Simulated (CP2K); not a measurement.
The system is TaN.

```
CELL_PARAMETERS angstrom
5.51034 0.00000 0.00000
-2.53023 4.31421 0.00000
-0.66359 0.46453 2.79611
ATOMIC_POSITIONS crystal
Ta 0.33419 0.66670 0.49934
Ta 0.66628 0.33385 0.50213
Ta 0.99708 0.99648 0.99916
N 0.39061 0.99966 0.99680
N 0.60955 0.60773 0.99838
N 0.00229 0.39559 0.00419
```

Base run:

| Quantity | Value |
| --- | --- |
| Program | CP2K 2026.2 |
| Functional | TPSS |
| Potentials or basis | POTENTIAL_UZH Ta GTH-PBE-q13, N GTH-PBE-q5; DZVP-MOLOPT-PBE-GTH basis |
| Density cutoff | 9184 eV |
| k mesh | 6 × 6 × 9 |
| Occupations | fermi-dirac, width 0.05 eV |
| Spin | no spin polarisation |

Its results: band gap on the k mesh none (metal or under the smearing width); pressure 32.3 GPa; largest force 3.950 eV/Å.

Problem. The run is repeated on the same cell with these changes: functional from TPSS to AM05. What comes out?

Solution. Band gap on the k mesh none (metal or under the smearing width); pressure 24.1 GPa; largest force 3.809 eV/Å.

Caveats: the potentials were made for another functional, which shifts forces and pressure; the basis of atomic orbitals isn't converged, which shifts pressures, moduli and gaps; a pressure of tens of GPa on the cell as given is suspect, and the run, the potentials or the cell itself is likely at fault (some runs); spin-orbit coupling is left out, which moves the levels of the heavy elements (some runs).
